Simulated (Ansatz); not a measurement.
**LiF: a single-point run**

Aim: a sound single-point run of LiF. The structure is shown as the input types it.

Program: Ansatz 0.2.0. Level of theory: density functional or hybrid calculation with the settings of its input, plane waves (as first typed). These are calculated values, not measurements.

2 further runs of the same task are left out: 1 for a known fault of the program, 1 that didn't finish.

### 1 The starting structure

The structure is cubic, space group Fm-3m (No. 225). The conventional cell has a = 3.990 Å, b = 3.990 Å, c = 3.990 Å, α = 90.00°, β = 90.00°, γ = 90.00°. Li (site symmetry m-3m) is surrounded by 6 F at 1.99 Å. F (site symmetry m-3m) is surrounded by 6 Li at 1.99 Å.

Coordinates:

```
CELL_PARAMETERS angstrom
0.00000 1.99487 1.99487
1.99487 0.00000 1.99487
1.99487 1.99487 0.00000
ATOMIC_POSITIONS crystal
Li 0.00000 0.00000 0.00000
F 0.50000 0.50000 0.50000
```

### 2 Input and run

input.yaml reads:

```yaml
crystal:
  lattice:
    - [0.0, 1.9948717434, 1.9948717434]
    - [1.9948717434, 0.0, 1.9948717434]
    - [1.9948717434, 1.9948717434, 0.0]
  atoms:
    - { symbol: Li, position: [0.0, 0.0, 0.0] }
    - { symbol: F, position: [0.5, 0.5, 0.5] }
kpoints:
  mp_grid: { grid: [8, 8, 8] }
hamiltonian:
  xc: pbe
scf:
  occupations: { method: fixed }
  n_extra_bands: 4
  convergence: { dr2_threshold: 1.0 }
  max_iter: 73
output:
  forces: true
  stress: true
  eigenvalues: true
```

The run is started by

```
ansatz run input.yaml --threads 4 --pin off --max-ram 3686MiB --backend cpu --events-out ev --progress --plain --runs-dir out
```

Q: Will this input give a usable result? If not, why, and what should change?

This run ends as converged, with warnings (force scf threshold loose, stress scf threshold loose). Its log warns: «scf.convergence.dr2_threshold = 1e0 eV is looser than this run's default, which is 1e-7 eV or tighter. The error in the forces grows as the threshold's square root ...»

The threshold asked is loose, but the program put off the close and ended at dr2 = 3.5e-13, so little accuracy was lost here.

To check: delete scf.convergence.dr2_threshold (the default then holds).
